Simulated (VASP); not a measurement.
# ZnS (Wurtzite-2H) (P6_3mc) in VASP: further runs

One crystal, ZnS (Wurtzite-2H), is run at these levels: HSE06; tasks: single point.

All numbers are computed with VASP 6.6.1; they aren't measurements. Logs are shortened: lines on timing, memory, paths and dates and some standing lists are left out, and cuts for length are marked.

**1. The crystal as given**

The structure is hexagonal, space group P6_3mc (No. 186). Conventional cell: a = 3.811 Å, b = 3.811 Å, c = 6.234 Å, α = 90.00°, β = 90.00°, γ = 120.00°. Around Zn (site symmetry 3m) lie 4 S at 2.31 to 2.40 Å. S (site symmetry 3m) is surrounded by 4 Zn at 2.31 to 2.40 Å.

**2. Single point, HSE06**

POSCAR

```
ZnS
1.0
    3.8110000000      0.0000000000      0.0000000000
   -1.9055000000      3.3004228138      0.0000000000
    0.0000000000      0.0000000000      6.2340000000
Zn S
2 2
Direct
    0.6666666667      0.3333333333      0.5000000000
    0.3333333333      0.6666666667      0.0000000000
    0.6666666667      0.3333333333      0.8850000000
    0.3333333333      0.6666666667      0.3850000000
```

INCAR.step1

```
SYSTEM = ZnS
PREC = Accurate
ENCUT = 300
EDIFF = 1E-5
ISMEAR = 0
SIGMA = 0.01
LREAL = .FALSE.
LASPH = .TRUE.
NELM = 100
ALGO = Normal
ISIF = 2
LWAVE = .TRUE.
LCHARG = .FALSE.
NBANDS = 26
NKRED = 1
GGA = PE
```

INCAR.step2

```
SYSTEM = ZnS
PREC = Accurate
ENCUT = 300
EDIFF = 1E-6
ISMEAR = 0
SIGMA = 0.01
LREAL = .FALSE.
LASPH = .TRUE.
NELM = 100
ALGO = Normal
ISIF = 2
LWAVE = .FALSE.
LCHARG = .FALSE.
GGA = PE
LHFCALC = .TRUE.
HFSCREEN = 0.2
PRECFOCK = Fast
NBANDS = 26
NKRED = 1
ISTART = 1
```

KPOINTS

```
Automatic mesh
0
G
  4 4 2
  0 0 0
```

Potentials or basis: VASP PAW PBE potentials, release 64 (Zn, S).

Started as:

```sh
cat potpaw_PBE.64/Zn/POTCAR potpaw_PBE.64/S/POTCAR > POTCAR
cp INCAR.step1 INCAR
mpirun -np 1 vasp_std > vasp.out
cp INCAR.step2 INCAR
mpirun -np 1 vasp_std > vasp.out
```

OUTCAR:

```text
SYSTEM = ZnS
   PREC = Accurate
   ENCUT = 300
   EDIFF = 1E-6
   ISMEAR = 0
   LREAL = .FALSE.
   LASPH = .TRUE.
   NELM = 100
   ISIF = 2
   GGA = PE
   LHFCALC = .TRUE.
   HFSCREEN = 0.2
   PRECFOCK = Fast
   NKRED = 1
   ISTART = 1

 Found      8 irreducible k-points:

 Following reciprocal coordinates:
            Coordinates               Weight
  0.000000  0.000000  0.000000      1.000000
  0.250000  0.000000  0.000000      6.000000
  0.500000  0.000000  0.000000      3.000000
  0.250000  0.250000  0.000000      6.000000
  0.000000  0.000000  0.500000      1.000000
  0.250000  0.000000  0.500000      6.000000
   k-points           NKPTS =      8   k-points in BZ     NKDIM =     32   number of bands    NBANDS=     26
   number of dos      NEDOS =    301   number of ions     NIONS =      4
   total plane-waves  NPLWV =  20736
   dimension x,y,z NGX =    24 NGY =   24 NGZ =   36
   dimension x,y,z NGXF=    48 NGYF=   48 NGZF=   72
   ions per type =               2   2
   NGX,Y,Z   is equivalent  to a cutoff of  10.47, 10.47,  9.60 a.u.
   NGXF,Y,Z  is equivalent  to a cutoff of  20.94, 20.94, 19.20 a.u.
 SYSTEM =  ZnS
   PREC   = accura    normal or accurate (medium, high low for compatibility)
   ISTART =      1    job   : 0-new  1-cont  2-samecut
   ICHARG =      0    charge: 1-file 2-atom 10-const
   ISPIN  =      1    spin polarized calculation?
   LNONCOLLINEAR =      F non collinear calculations
   LSORBIT =      F    spin-orbit coupling
   LASPH  =      T    aspherical Exc in radial PAW
   ENCUT  =  300.0 eV  22.05 Ry    4.70 a.u.   5.38  5.38  8.80*2*pi/ulx,y,z
   NELM   =    100;   NELMIN=  2; NELMDL=  0     # of ELM steps
   EDIFF  = 0.1E-05   stopping-criterion for ELM
   LREAL  =      F    real-space projection
   EDIFFG = 0.1E-04   stopping-criterion for IOM
   NSW    =      0    number of steps for IOM
   IBRION =     -1    ionic relax: 0-MD 1-quasi-New 2-CG
   NFREE  =      0    steps in history (QN), initial steepest desc. (CG)
   ISIF   =      2    stress and relaxation
   ISYM   =      3    0-nonsym 1-usesym 2-fastsym
   POTIM  = 0.5000    time-step for ionic-motion
   TEBEG  =    0.0;   TEEND  =   0.0 temperature during run
   PSTRESS=    0.0 pullay stress
   NELECT =      36.0000    total number of electrons
   NUPDOWN=      -1.0000    fix difference up-down
   EMIN   =  10.00;   EMAX   =-10.00  energy-range for DOS
   EFERMI =   0.00;   METHOD = LEGACY
   ISMEAR =     0;   SIGMA  =   0.01  broadening in eV -4-tet -1-fermi 0-gaus
   EFERMI_NEDOS =   21; number of points for ismear=-14 and -15
   IALGO  =     38    algorithm
   IMIX   =      1    mixing-type and parameters
     AMIX     =   0.40;   BMIX     =  1.00
     AMIX_MAG =   1.60;   BMIX_MAG =  1.00
  volume/ion in A,a.u.               =      19.60       132.29
  Fermi-wavevector in a.u.,A,eV,Ry     =   1.262943  2.386617 21.701647  1.595026
  Thomas-Fermi vector in A             =   2.396326
   LORBIT       =      0    0 simple, 1 ext, 2 COOP (PROOUT), +10 PAW based schemes
   GGA     = PE    functional components
   LHFCALC =     T    Hartree Fock is set to
   PRECFOCK=fast      Normal, Fast or Accurate (Low or Medium for compatibility)
   ENCUT4O =  -1.0   cutoff for four orbital integrals eV
   NKREDX  =     1    reduce k-point grid by
   NKREDY  =     1    reduce k-point grid by
   NKREDZ  =     1    reduce k-point grid by
   AEXX    =    0.2500 exact exchange contribution
   HFSCREEN=    0.2000 screening length (either q_TF or 0.3 A-1)
   HFSCREENC=   0.2000 screening length for correlation (either q_TF or 0.3 A-1)
   ENCUTFOCK=  -1.0 apply spherical cutoff to Coloumb kernel
   IVDW    =     0    specifies the selected vdW correction
   LEPSILON=     F    determine dielectric tensor
   LRPA    =     F    only Hartree local field effects (RPA)
 non-spin polarized calculation
 Gauss-broadening in eV      SIGMA  =   0.01
  energy-cutoff  :      300.00
  volume of cell :       78.41
 maximum number of plane-waves:       966
 NGX is ok and might be reduce to    24
  NGX = 12; NGY = 12; NGZ = 20

 number of electron      35.9999889 magnetization

 Free energy of the ion-electron system (eV)
  ---------------------------------------------------
  ext. energy  EPLUGINS =         0.00000000
  ---------------------------------------------------
  free energy    TOTEN  =       -16.69546399 eV

  energy without entropy =      -16.69546399  energy(sigma->0) =      -16.69546399

 E-fermi :   1.5073     XC(G=0):  -7.9729

 val. band max:        1.4541688085   @ k =   0.0000   0.0000   0.0000
 cond. band min:       4.9341549754   @ k =   0.0000   0.0000   0.0000
 fundamental gap:      3.4799861669
 Fermi energy:         1.5073146728

 k-point     1 :       0.0000    0.0000    0.0000
  band No.  band energies     occupation
      1     -12.9493      2.00000
      2     -11.9631      2.00000
      3      -6.4202      2.00000
      4      -6.4198      2.00000
      5      -6.3659      2.00000
      6      -6.3564      2.00000
[... 18 lines left out ...]
     25      10.4431      0.00000
     26      12.1852      0.00000

 k-point     2 :       0.2500    0.0000    0.0000
  band No.  band energies     occupation
      1     -12.5284      2.00000
      2     -11.7493      2.00000
      3      -6.3792      2.00000
      4      -6.3446      2.00000
      5      -6.3059      2.00000
      6      -6.2514      2.00000
[... 18 lines left out ...]
     25      11.2755      0.00000
[... 86 lines left out ...]
     25       9.5880      0.00000
     26       9.5880      0.00000

 k-point     6 :       0.2500    0.0000    0.5000
  band No.  band energies     occupation
      1     -12.1555      2.00000
      2     -12.1555      2.00000
      3      -6.3427      2.00000
      4      -6.3427      2.00000
      5      -6.3013      2.00000
      6      -6.3013      2.00000
[... 18 lines left out ...]
     25      10.9879      0.00000
     26      10.9879      0.00000

 [... further k-points ...]

------------------------ aborting loop because EDIFF is reached ----------------------------------------

  FORCE on cell =-STRESS in cart. coord.  units (eV):
  Direction    XX          YY          ZZ          XY          YZ          ZX
  --------------------------------------------------------------------------------------
  -------------------------------------------------------------------------------------
  Total        1.1193382      1.1193382     -0.0445022      0.0000000     -0.0000000     -0.0000000
  in kB       22.8716018     22.8716018     -0.9093200      0.0000000     -0.0000000     -0.0000000
  external PRESSURE =      14.9446278 kB  Pullay stress =       0.0000000 kB

 VOLUME and BASIS-vectors are now :
 -----------------------------------------------------------------------------
  energy-cutoff  :      300.00
  volume of cell :       78.41
      direct lattice vectors                 reciprocal lattice vectors
     3.811000000  0.000000000  0.000000000     0.262398321  0.151495741  0.000000000
    -1.905500000  3.300422814  0.000000000     0.000000000  0.302991482  0.000000000
     0.000000000  0.000000000  6.234000000     0.000000000  0.000000000  0.160410651

 POSITION                                       TOTAL-FORCE (eV/Angst)
 -----------------------------------------------------------------------------------
      1.90550      1.10014      3.11700        -0.000000      0.000000      0.335452
     -0.00000      2.20028      0.00000        -0.000000     -0.000000      0.335452
      1.90550      1.10014      5.51709        -0.000000      0.000000     -0.335452
     -0.00000      2.20028      2.40009         0.000000     -0.000000     -0.335452
 -----------------------------------------------------------------------------------
    total drift:                                0.000000      0.000000     -0.003793

  FREE ENERGIE OF THE ION-ELECTRON SYSTEM (eV)
  ---------------------------------------------------
  free  energy   TOTEN  =       -16.6954639866 eV

  energy  without entropy=      -16.6954639866  energy(sigma->0) =      -16.69546399
```

OUTCAR.step1:

```text
SYSTEM = ZnS
   PREC = Accurate
   ENCUT = 300
   EDIFF = 1E-5
   ISMEAR = 0
   LREAL = .FALSE.
   LASPH = .TRUE.
   NELM = 100
[... 287 lines left out ...]
     -0.00000      2.20028      0.00000        -0.000000      0.000000      0.335991
      1.90550      1.10014      5.51709         0.000000     -0.000000     -0.335991
     -0.00000      2.20028      2.40009        -0.000000      0.000000     -0.335991
 -----------------------------------------------------------------------------------
    total drift:                                0.000000      0.000001     -0.002589

  FREE ENERGIE OF THE ION-ELECTRON SYSTEM (eV)
  ---------------------------------------------------
  free  energy   TOTEN  =       -13.5984859122 eV

  energy  without entropy=      -13.5984859122  energy(sigma->0) =      -13.59848591
```

OSZICAR.step1:

```text
N       E                     dE             d eps       ncg     rms          rms(c)
DAV:   1     0.187912414294E+03    0.18791E+03   -0.12457E+04   424   0.114E+03
DAV:   2     0.195914575079E+01   -0.18595E+03   -0.17859E+03   454   0.269E+02
DAV:   3    -0.141732313414E+02   -0.16132E+02   -0.16028E+02   482   0.854E+01
DAV:   4    -0.144646313596E+02   -0.29140E+00   -0.29112E+00   482   0.119E+01
DAV:   5    -0.144690967229E+02   -0.44654E-02   -0.44644E-02   478   0.142E+00    0.991E+00
DAV:   6    -0.136124550906E+02    0.85664E+00   -0.16016E+00   644   0.346E+01    0.762E+00
DAV:   7    -0.136046959889E+02    0.77591E-02   -0.12527E+00   434   0.613E+00    0.343E+00
DAV:   8    -0.135975341043E+02    0.71619E-02   -0.37117E-02   506   0.169E+00    0.967E-01
DAV:   9    -0.135981169409E+02   -0.58284E-03   -0.91465E-03   528   0.120E+00    0.240E-01
DAV:  10    -0.135982567794E+02   -0.13984E-03   -0.57507E-04   474   0.301E-01    0.102E-01
DAV:  11    -0.135984888077E+02   -0.23203E-03   -0.35585E-04   428   0.138E-01    0.677E-02
DAV:  12    -0.135984859122E+02    0.28955E-05   -0.25485E-05   412   0.685E-02
   1 F= -.13598486E+02 E0= -.13598486E+02  d E =-.275565E-42
```

Run time: 100 s. Hardware: 1 thread of Intel Xeon 6975P-C (Granite Rapids), shared host; peak memory 0.25 GiB.

These settings aren't checked as converged: the numbers below hold their error.

What came out:

```yaml
Free_energy: -16.6955 eV
Largest_force: 0.335 eV/Å
Band_gap_on_the_k_mesh: 3.48 eV, direct
```

Caveat: the k mesh is coarse (spacing up to 0.50 Å⁻¹), so the values aren't converged, least of all with exact exchange; the cutoff is under 1.25 times the usual one of these potentials, so pressure, stress and relaxed cells hold a basis-set (Pulay) error; the PAW data sets were made with another functional, which shifts forces and pressure a little.

**3. Single point, HSE06**

POSCAR is that of step 2.

INCAR.step1 is that of step 2.

INCAR.step2 is that of step 2.

KPOINTS

```
Automatic mesh
0
G
  4 4 3
  0 0 0
```

Potentials or basis: VASP PAW PBE potentials, release 64 (Zn, S).

Started as:

```sh
cat potpaw_PBE.64/Zn/POTCAR potpaw_PBE.64/S/POTCAR > POTCAR
cp INCAR.step1 INCAR
mpirun -np 1 vasp_std > vasp.out
cp INCAR.step2 INCAR
mpirun -np 1 vasp_std > vasp.out
```

Run time: 2.4 min. Hardware: 1 thread of Intel Xeon 6975P-C (Granite Rapids), shared host; peak memory 0.25 GiB.

The run converged, but some of its settings lie outside the range that counts as converged, so its numbers aren't taken as properties of the crystal.

What came out:

- Free energy: -16.6914 eV
- Largest force: 0.334 eV/Å
- Band gap on the k mesh: 3.47 eV, direct

Caveat: the k mesh is coarse (spacing up to 0.48 Å⁻¹), so the values aren't converged, least of all with exact exchange; the cutoff is under 1.25 times the usual one of these potentials, so pressure, stress and relaxed cells hold a basis-set (Pulay) error; the PAW data sets were made with another functional, which shifts forces and pressure a little.
